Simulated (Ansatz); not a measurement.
**Relaxing ZrO$_{2}$**

All numbers below come from DFT r2SCAN, scalar-relativistic, plane waves, PAW in Ansatz 0.2.0. Settings: 500 eV cutoff, 6×6×6 k-mesh, Gaussian smearing of 0.02 eV, no spin polarisation.

What was changed: equal strain along all axes, cell held, atoms relaxed: +4.5 %.

Command:

```bash
ansatz run input.yaml --threads 1 --pin off --max-ram 2560MiB --backend cpu --events-out ev --progress --plain --runs-dir out
```

Input:

```yaml
crystal:
  lattice:
    - [3.7634128034, 0.0, 0.0]
    - [0.0, 3.7634128034, 0.0]
    - [0.0, 0.0, 5.4632270385]
  atoms:
    - { symbol: Zr, position: [0.0, 0.0, 0.0] }
    - { symbol: Zr, position: [0.5, 0.5, 0.5] }
    - { symbol: O, position: [0.0, 0.5, 0.3206467373] }
    - { symbol: O, position: [0.0, 0.5, 0.8206467373] }
    - { symbol: O, position: [0.5, 0.0, 0.6793532627] }
    - { symbol: O, position: [0.5, 0.0, 0.1793532627] }
basis:
  ecutwfc: 500
kpoints:
  mp_grid: { grid: [6, 6, 6] }
hamiltonian:
  xc: r2scan
scf:
  occupations: { method: gaussian, width: 0.02 }
output:
  forces: true
  stress: true
  eigenvalues: true
  write_density: true
  write_potential: true
  elf: true
  volumetric_format: npy
relax:
  adjacent_minimum: "off"
  f_tol: 0.008
  max_steps: 40
```

F is the free energy.

Steps:

```tsv
step	F − F(1) (eV)	largest force component (eV/Å)
1	0.0000	0.251
2	-0.0200	0.111
3	-0.0244	0.009
4	-0.0245	0.001
```

Relaxed structure:

```yaml
crystal:
  lattice:
    - [3.76341, 0.00000, 0.00000]
    - [0.00000, 3.76341, 0.00000]
    - [0.00000, 0.00000, 5.46323]
  atoms:
    - { symbol: Zr, position: [0.00000, 0.00000, 0.00000] }
    - { symbol: Zr, position: [0.50000, 0.50000, 0.50000] }
    - { symbol: O, position: [0.00000, 0.50000, 0.32932] }
    - { symbol: O, position: [0.00000, 0.50000, 0.82932] }
    - { symbol: O, position: [0.50000, 0.00000, 0.67068] }
    - { symbol: O, position: [0.50000, 0.00000, 0.17068] }
```

Symmetry: P4_2/nmc, No. 137, tetragonal system. Conventional cell: a = 3.763 Å, b = 3.763 Å, c = 5.463 Å, α = 90.00°, β = 90.00°, γ = 90.00°. Around Zr (site symmetry -4m2) lie 4 O at 2.10 Å. Around O (site symmetry 2mm) lie 2 Zr at 2.10 Å.

The run converged. Time: 63 s on 1 thread of Arm Neoverse V2 (shared host), peak memory 0.59 GiB.